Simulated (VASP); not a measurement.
## SnTe₂ (fluorite), r²SCAN relaxation of cell and atoms: VASP's output and Ansatz's

POSCAR

```
Sn Te
 1.0000000000000000
    -0.0000000000000000    3.7188804330773833    3.7188804330773833
     3.7188804330773833   -0.0000000000000000    3.7188804330773833
     3.7188804330773833    3.7188804330773833   -0.0000000000000000
 Sn  Te
   1   2
Cartesian
  0.0000000000000000 -0.0000000000000000 -0.0000000000000000
  1.8594402165386916  1.8594402165386916  1.8594402165386916
  5.5783206496160753  5.5783206496160753  5.5783206496160753
```

VASP ran with the recommended PBE PAW datasets (26 valence electrons in the cell).

From OUTCAR

```
k-points           NKPTS =     16   k-points in BZ     NKDIM =     16   number of bands    NBANDS=     20

   NELECT =      26.0000    total number of electrons

   dimension x,y,z NGX =    42 NGY =   42 NGZ =   42
   dimension x,y,z NGXF=    84 NGYF=   84 NGZF=   84

  energy-cutoff  :      600.00
  volume of cell :      101.39
      direct lattice vectors                 reciprocal lattice vectors
    -0.000000000  3.701065656  3.701065656    -0.135096225  0.135096225  0.135096225
     3.701065656 -0.000000000  3.701065656     0.135096225 -0.135096225  0.135096225
     3.701065656  3.701065656 -0.000000000     0.135096225  0.135096225 -0.135096225

 k-points in reciprocal lattice and weights: KPOINTS created by Atomic Simulation Env
   0.00000000  0.00000000  0.00000000       0.005
   0.16666667  0.00000000  0.00000000       0.037
   0.33333333  0.00000000  0.00000000       0.037
   0.50000000  0.00000000  0.00000000       0.019
   0.16666667  0.16666667  0.00000000       0.028
   0.33333333  0.16666667  0.00000000       0.111
   0.50000000  0.16666667  0.00000000       0.111
  -0.33333333  0.16666667  0.00000000       0.111
   ...

 E-fermi :   5.3816

 k-point     1 :       0.0000    0.0000    0.0000
  band No.  band energies     occupation
      1     -16.6303      2.00000
      2     -16.6303      2.00000
      3     -16.6303      2.00000
      4     -16.6139      2.00000
      5     -16.6139      2.00000
      6      -7.4643      2.00000
      7      -4.3986      2.00000
      8       1.0021      2.00000
      9       2.6197      2.00000
     10       2.6197      2.00000
     11       2.6197      2.00000
     12       3.9116      2.00000
     13       3.9116      2.00000
     14       3.9116      2.00000
     15       7.1972      0.00000
     16       7.1972      0.00000
     17       7.1972      0.00000
     18      10.6136      0.00000
     19      10.6136      0.00000
     20      11.4076      0.00000

 k-point     2 :       0.1667    0.0000    0.0000
  band No.  band energies     occupation
      1     -16.6309      2.00000
      2     -16.6298      2.00000
      3     -16.6298      2.00000
      4     -16.6139      2.00000
      5     -16.6139      2.00000
      6      -7.2840      2.00000
      7      -4.5976      2.00000
      8       0.2321      2.00000
      9       2.4984      2.00000
     10       2.5069      2.00000
     11       2.5069      2.00000
     12       3.8448      2.00000
     13       3.8448      2.00000
     14       5.1035      2.00000
     15       7.4040      0.00000
     16       7.4040      0.00000
     17       7.4107      0.00000
     18      11.3322      0.00000
     19      11.3322      0.00000
     20      12.1382      0.00000

 k-point     3 :       0.3333    0.0000    0.0000
  band No.  band energies     occupation
      1     -16.6321      2.00000
      2     -16.6290      2.00000
      3     -16.6290      2.00000
      4     -16.6138      2.00000
      5     -16.6138      2.00000
      6      -6.7663      2.00000
      7      -5.1740      2.00000
      8      -0.7841      2.00000
      9       2.3544      2.00000
     10       2.3544      2.00000
     11       2.7500      2.00000
     12       3.5961      2.00000
     13       3.5961      2.00000
     14       5.9117      0.00000
     15       8.1928      0.00000
     16       8.1928      0.00000
     17       9.0775      0.00000
     18      11.8948      0.00000
     19      12.6914      0.00000
     20      12.6914      0.00000

 k-point     4 :       0.5000    0.0000    0.0000
  band No.  band energies     occupation
      1     -16.6327      2.00000
      2     -16.6286      2.00000
      3     -16.6286      2.00000
      4     -16.6138      2.00000
      5     -16.6138      2.00000
      6      -6.0845      2.00000
      7      -5.8989      2.00000
      8      -1.1521      2.00000
      9       2.3056      2.00000
     10       2.3056      2.00000
     11       2.8775      2.00000
     12       3.4423      2.00000
     13       3.4423      2.00000
     14       6.1944      0.00000
     15       8.8732      0.00000
     16       8.8732      0.00000
     17      10.1770      0.00000
     18      11.5269      0.00000
     19      12.2435      0.00000
     20      12.2435      0.00000

 ...

  Total        0.0017338      0.0017338      0.0017338     -0.0000000     -0.0000000     -0.0000000
  in kB        0.0273965      0.0273965      0.0273965     -0.0000000     -0.0000000     -0.0000000
  external PRESSURE =       0.0273965 kB  Pullay stress =       0.0000000 kB

 POSITION                                       TOTAL-FORCE (eV/Angst)
 -----------------------------------------------------------------------------------
      0.00000      0.00000     -0.00000        -0.000000      0.000000     -0.000000
      1.85053      1.85053      1.85053         0.000000      0.000000      0.000000
      5.55160      5.55160      5.55160        -0.000000     -0.000000     -0.000000
 -----------------------------------------------------------------------------------
    total drift:                               -0.000000      0.000000      0.000000

  FREE ENERGIE OF THE ION-ELECTRON SYSTEM (eV)
  ---------------------------------------------------
  free  energy   TOTEN  =       -74.9661756466 eV

  energy  without entropy=      -74.9623730216  energy(sigma->0) =      -74.96427433
```

Datasets and cutoffs are each program's own. VASP's cell holds 26 valence electrons and Ansatz's 46.

What does Ansatz give for the same cell and level of theory?

relaxed cell vector lengths 5.234, 5.234, 5.234 Å; relaxed cell volume 101.39 Å³.

Ansatz printed

```
basis re-selected at this cell: Δ(F+E_penalty+E_count) = +1.163e-4 eV, ΔP = -0.001 GPa vs the last step (what re-selecting the basis moved, of the pressure what is left beyond the Pulay correction that the steps carried, after the strain that the cell walked since its last selection, with what the two solves' SCF thresholds leave and, on support functions, any second-order correction that the steps lacked; it is no measure of the basis error at this ecutwfc). This SCF's stress stands 2.91e-3 GPa from its target on what of the cell is left free (relax.cell.stress_tol is 5.00e-2 GPa) and its largest allowed force component is 3.39e-17 eV/Å (relax.f_tol is 5.00e-3 eV/Å): within both
SCF converged after 4 iterations
Free energy (F): -20027.665414 eV
Harris-Foulkes:  -20027.665414 eV  (|F-HF|=3.64e-11)
Internal energy: -20027.661613 eV  (E = F + TS)
E sigma→0 (E₀):  -20027.663513 eV
Entropy (-TS):   -0.003801 eV (-1.267 meV/atom)
Fermi energy:    8.008363 eV
--- Per-component energies (eV) ---
  E_band       = -684.490471
  E_kinetic    = 544.136745
  E_local      = -3646.668727  (includes V_loc(G=0)·N_el)
  E_nonlocal   = -654.273559
  E_hartree    = 2260.070649
  E_xc         = -604.400894
  E_vxc        = -326.788159  (∫ρ·V_xc dr)
  E_paw        = -13528.843966  (= ΣΔE_a)
  E_vpaw       = -1141.366003  (= ΣTr[D̂ρ^β])
  E_aug_tail   = -0.000070  (compensation charges beyond the density's cutoff)
  E_vtau       = 20.327874  (kinetic-family band-sum trace: ∫τ·v_τ [+ j·A + Jᵃ·Aᵃ] dr)
  E_ewald      = -4398.986821
  E_core_change = 1.305031  (= ΣΔE_core)
  E_smearing   = -0.003801  (= −TS)
  E_closure    = -0.000000  (closes the sum)
  Σ components = -20027.665414   (vs F -20027.665414, Δ=0.00e0)
--- Forces (eV/Å), atoms counted from 1 ---
  atom   1  Sn    -0.00000000     0.00000000     0.00000000
  atom   2  Te     0.00000000    -0.00000000    -0.00000000
  atom   3  Te    -0.00000000    -0.00000000     0.00000000
  max |Σ_I F_I| component: 9.25e-18 eV/Å
--- Stress (GPa, compression-positive) ---
       -0.002914       0.000000      -0.000000
       -0.000000      -0.002914      -0.000000
       -0.000000      -0.000000      -0.002914
  P = ⅓ Tr σ = -0.0029 GPa (-0.029 kbar)
--- Relaxed structure (3 steps of the walk, 3 accepted, 1 SCFs on fresh bases) ---
  F+E_penalty+E_count = -20027.66541406 eV   max|allowed force component| = 3.392e-17 eV/Å   (the final SCF, on the basis selected at the relaxed cell)
  cell:  # Å, volume = 101.3913 Å³
    - [-6.7195218683810585e-34, 3.701037670808864, 3.701037670808864]
    - [3.701037670808864, -8.248133478249736e-34, 3.701037670808864]
    - [3.701037670808864, 3.701037670808864, -8.152595252632945e-34]
  atoms:
    - { symbol: Sn, position: [-8.968476843319417e-36, 6.316145345796381e-36, 1.166576311198691e-35] }
    - { symbol: Te, position: [0.24999999999999997, 0.24999999999999997, 0.24999999999999997] }
    - { symbol: Te, position: [0.7499999999999999, 0.7499999999999999, 0.7499999999999999] }
```
